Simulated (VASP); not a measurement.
# How a change of volume changes InSb (F-43m), part 2 of 2

How do the elastic response and the band edges of InSb follow a change of volume?

VASP 6.6.1, plane waves and PAW; the level of theory is named at each step.

So far: Starting point; Relax the crystal, PBEsol; Relax at fixed volume, PBEsol; Band edges, TB-mBJ with spin-orbit coupling.

## Step 5: Band edges, r2SCAN with spin-orbit coupling

Short lines in KPOINTS_OPT sample the zone centre, for masses, and the other valleys.

Level: r2SCAN, spin-orbit coupling; plane waves and PAW (In_d, Sb).

Input file INCAR:

```
SYSTEM = InSb
PREC = Accurate
ENCUT = 450
EDIFF = 1E-06
NELM = 100
ISMEAR = 0
SIGMA = 0.02
LREAL = .FALSE.
ALGO = Normal
METAGGA = R2SCAN
LASPH = .TRUE.
LNONCOLLINEAR = .TRUE.
MAGMOM = 0 0 0 0 0 0
NBANDS = 28
GGA_COMPAT = .FALSE.
LSORBIT = .TRUE.
LWAVE = .FALSE.
LCHARG = .FALSE.
KPAR = 3
```

Input file POSCAR:

```
InSb
1.0
    0.0000000000      3.3248411719      3.3248411719
    3.3248411719      0.0000000000      3.3248411719
    3.3248411719      3.3248411719      0.0000000000
In Sb
1 1
Direct
    0.0000000000      0.0000000000      0.0000000000
    0.2500000000      0.2500000000      0.2500000000
```

Input file KPOINTS:

```
Automatic mesh
0
Gamma
6 6 6
0 0 0
```

Input file KPOINTS_OPT:

```
Line mode
6
Line-mode
Reciprocal
  0.00000000   0.00000000   0.00000000
  0.02645825   0.02645825   0.00000000

  0.00000000   0.00000000   0.00000000
  0.00000000  -0.02645825  -0.02645825

  0.31000000   0.31000000   0.00000000
  0.50000000   0.50000000   0.00000000

  0.00000000   0.31000000   0.31000000
  0.00000000   0.50000000   0.50000000

  0.45000000   0.45000000   0.45000000
  0.50000000   0.50000000   0.50000000

  0.45000000   0.00000000   0.00000000
  0.50000000   0.00000000   0.00000000

  0.42500000   0.42500000   0.00000000
  0.42500000   0.45145825   0.02645825

  0.50000000   0.50000000   0.50000000
  0.48129120   0.51870880   0.50000000
```

PAW data sets: In_d and Sb (PBE family, release 64).

On the command line:

```bash
mpirun -np 3 vasp_ncl
```

The log of the run:

```text
[... set-up lines as in an earlier step ...]
 entering main loop
       N       E                     dE             d eps       ncg     rms          rms(c)
DAV:   1     0.962020135028E+02    0.96202E+02   -0.72227E+03  1232   0.117E+03
DAV:   2    -0.391212044189E+02   -0.13532E+03   -0.13126E+03  1292   0.316E+02
DAV:   3    -0.514499202200E+02   -0.12329E+02   -0.12195E+02  1576   0.115E+02
DAV:   4    -0.519194477108E+02   -0.46953E+00   -0.46859E+00  1456   0.253E+01
[...]
DAV:  12    -0.488297215824E+02   -0.12352E-04   -0.29409E-05  1492   0.573E-02    0.178E-02
DAV:  13    -0.488297240527E+02   -0.24702E-05   -0.74237E-06  1256   0.317E-02    0.741E-03
DAV:  14    -0.488297237678E+02    0.28485E-06   -0.42018E-07   900   0.118E-02
   1 F= -.48829724E+02 E0= -.48829672E+02  d E =-.104480E-03  mag=     0.0000     0.0000     0.0000
 Start KPOINTS_OPT (optional k-point list driver)
k-point batch [1-22\48]
       N       E                     dE             ncg
DAV:   1     0.103056153262E+04   -0.30627E+04     1232
DAV:   2    -0.196279925661E+04   -0.29934E+04     1288
DAV:   3    -0.226497587804E+04   -0.30218E+03     1592
DAV:   4    -0.227754045374E+04   -0.12565E+02     1432
DAV:   5    -0.227833546807E+04   -0.79501E+00     2056
DAV:   6    -0.227834183204E+04   -0.63640E-02     1652
DAV:   7    -0.227834215787E+04   -0.32583E-03     1868
DAV:   8    -0.227834216885E+04   -0.10983E-04     1540
DAV:   9    -0.227834216920E+04   -0.34074E-06      828
[...]
k-point batch [45-48\48]
       N       E                     dE             ncg
DAV:   1     0.757925001923E+04   -0.14243E+04      224
DAV:   2     0.704709421981E+04   -0.53216E+03      228
DAV:   3     0.699517239889E+04   -0.51922E+02      276
DAV:   4     0.699317737448E+04   -0.19950E+01      256
DAV:   5     0.699303115423E+04   -0.14622E+00      368
DAV:   6     0.699302929606E+04   -0.18582E-02      272
DAV:   7     0.699302914288E+04   -0.15318E-03      392
DAV:   8     0.699302914235E+04   -0.53744E-06      232
```

It took 4.2 min on 3 MPI ranks of Intel Xeon Platinum 8488C (Sapphire Rapids), shared host; peak memory 1.4 GiB.

OUTCAR, selected parts (step 5):

```text
  Total       -0.7213800     -0.7213800     -0.7213800      0.0000000      0.0000000     -0.0000000
  in kB      -15.7228763    -15.7228763    -15.7228763      0.0000000      0.0000000     -0.0000000
  external PRESSURE =     -15.7228763 kB  Pullay stress =       0.0000000 kB

  FREE ENERGIE OF THE ION-ELECTRON SYSTEM (eV)
  ---------------------------------------------------
  free  energy   TOTEN  =       -48.8297237678 eV

  energy  without entropy=      -48.8296192883  energy(sigma->0) =      -48.82967153

[... 3 parts as in an earlier step ...]

[... 1 further part left out ...]
[key lines of the parts left out:]
E-fermi :   4.3557
```

This run gave:

| Quantity | Value |
| --- | --- |
| energy(sigma→0) of the program | -48.8297 eV |
| stress, compression positive | xx, yy, zz -1.57, -1.57, -1.57 GPa |

The run ends at a pressure of -1.57 GPa.

## Step 6: All members

The other members went through these steps as far as the tables show, with the same cutoff and, step by step, the same mesh; 25 runs are not shown. The session took 2.7 core hours (wall time by ranks) on a shared machine.

```tsv
volume over the relaxed volume	volume (Å³/atom)	pressure (GPa)	energy above the unstrained row (meV/atom)
0.940	32.594	3.076	18.877
0.955	33.114	2.207	10.309
0.970	33.634	1.406	4.452
0.985	34.154	0.673	1.086
1	34.674	-0.004	0.000
1.015	35.194	-0.618	1.003
1.030	35.715	-1.182	3.918
1.045	36.235	-1.694	8.582
1.060	36.755	-2.163	14.836
```

A cubic of the pressure in ln(V/V₀) through all rows has the slope −B at V₀: B = 43 GPa, and its curvature gives B′ = 4.9.

Band edges at TB-mBJ with spin-orbit coupling, counted from the valence-band top at Γ, spin-orbit pairs averaged, with one row partly withheld:

```tsv
volume over the relaxed volume	gap (eV)	conduction band at Γ (eV)	Δ or X valley along z (eV)	lowest conduction level at L, [111] (eV)	second valence level below the top (eV)	third valence level below the top (eV)
0.940	0.531	0.531	1.383	0.915	0.000	0.713
0.955	?	?	1.408	0.888	0.000	0.707
0.970	0.347	0.347	1.431	0.862	0.000	0.702
0.985	0.257	0.257	1.452	0.836	0.000	0.697
1	0.170	0.170	1.471	0.811	0.000	0.692
1.015	0.085	0.085	1.489	0.787	0.000	0.688
```

## Step 7: Fit and prediction

The quantity to fit is the conduction level at Γ above the mean of the three top valence levels at TB-mBJ with spin-orbit coupling: 0.769, 0.581, 0.490, 0.401, 0.314 eV in the rows shown.

Fitting a parabola to the 5 known rows (u: logarithm of the volume ratio) gives E = 1.529 u² − 5.848 u + 0.4010 in eV; the residuals are 7.6e-5 eV r.m.s.

At u = -0.04604 this predicts 0.6735 eV.

## Step 8: Checking the prediction

The calculation gives 0.6736 eV, so the prediction is 0.0001 eV too low.

## Step 9: What came out

| Quantity | Value |
| --- | --- |
| bulk modulus | 43 GPa |
| gap of the unstrained cell, TB-mBJ with spin-orbit coupling | 0.17 eV |
| dE/d ln V of the conduction level at Γ above the mean of the three top valence levels, TB-mBJ with spin-orbit coupling | -5.85 eV |
| error of the predicted row | -0.1 meV |

What this shows: At TB-mBJ with spin-orbit coupling the lowest conduction valley is Γ throughout, and the gap runs between 0.09 and 0.53 eV. At TB-mBJ with spin-orbit coupling the gap falls under 0.05 eV in some or all rows, where bands may have changed order, so 3 rows at and beyond those points are left out of its table. At r2SCAN with spin-orbit coupling the gap falls under 0.05 eV in some or all rows, where bands may have changed order, so that level, though run, gets no table. The gap at PBEsol is under 0.05 eV in some or all rows and is left out; the elastic columns come from such cells and can be uneven. Hole masses are left out throughout, since the top bands are degenerate or cross in many series; of conduction masses, those of the Γ, L and (for Si and Ge under (001) strain) Δ valleys are kept where they change by under an eighth between rows. TB-mBJ is a potential fitted for gaps; it has no energy functional, so its total energies and forces mean nothing, and its bands tend to come out too narrow. Δ or X levels are the lowest on their line, refined by a parabola unless they lie at X; the gap is read from all points sampled and can differ from the lowest valley by some meV, or by tens of meV where strain moves the valence top off Γ. Temperature, zero-point motion and excitons are left out.

[Lines on the potential files, build, host, timing and source positions are cut from VASP's logs without a mark.]

[Logs are printed without paths, hosts, clocks, repeated set-up lines and the standing remarks that a program may print on its own settings, such as how far it seeks lower states.]

[Hosts, paths, dates, database ids (printed as entryN), source tags and the programs' standing remarks are cut or masked in the printed files.]

[In band tables of VASP the shares of atoms and orbitals are scaled to a sum of 1 inside the atoms' spheres.]
